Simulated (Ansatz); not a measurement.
Runs of Ansatz 0.2.0 on ZrB2. Symmetry: P6/mmm, No. 191, hexagonal system. Conventional cell: a = 3.170 Å, b = 3.170 Å, c = 3.533 Å, α = 90.00°, β = 90.00°, γ = 120.00°. Zr (site symmetry 6/mmm) has 12 B at 2.54 Å as nearest neighbours. B (site symmetry -6m2) has 3 B at 1.83 Å as nearest neighbours. 

| task | level | spin | cell | k mesh | points for each segment of the path | gap on the mesh (eV) | pressure (GPa) | relaxed volume (Å³/atom) |
| --- | --- | --- | --- | --- | --- | --- | --- | --- |
| relaxation of cell and atoms | revPBE+D4 | off | relaxed | 10 × 10 × 8 | - | none | 0.0 | 9.92 |
| band structure | PBEsol | off | as given | 10 × 10 × 8 | 14 | none | (b) | - |
| relaxation of cell and atoms | PBEsol+D4 | off | relaxed | 10 × 10 × 8 | - | none | 0.0 | 9.94 |
| relaxation of cell and atoms | PBEsol+D3(BJ) | off | relaxed | 10 × 10 × 8 | - | none | 0.0 | (c) |
| relaxation of cell and atoms | PBEsol | off | relaxed | 10 × 10 × 8 | - | - | 0.0 | 10.08 |
| relaxation of cell and atoms | PBE+D4 | off | relaxed | 10 × 10 × 8 | - | none | 0.0 | 10.04 |
| relaxation of cell and atoms | PBE+D3(BJ) | off | relaxed | 10 × 10 × 8 | - | none | 0.0 | 10.02 |
| band structure | LDA | SOC, no magnetisation | as given | 7 × 7 × 6 | 14 | none | (a) | - |

Alike in all rows: potentials or basis Ansatz PAW; cutoff (eV) 420; smearing fermi-dirac 0.05 eV.

**Question.** Estimate the missing entries.

**Answer.** (a) -8.8; (b) -4.1; (c) 9.84.

Caveats: the plane-wave basis is chosen anew once the cell has moved, so the energies of steps on either side of that aren't comparable (some runs); the PAW data sets come from PBE, with cores solved anew for the run's functional, which leaves a small shift of forces and pressure (some runs); pairwise dispersion overbinds metals, which lowers pressure and volume (some runs).

A k mesh can miss the band edges, and rows without SOC leave out spin-orbit coupling on Zr.

A gap of «none» marks a metal or a gap under the smearing width.
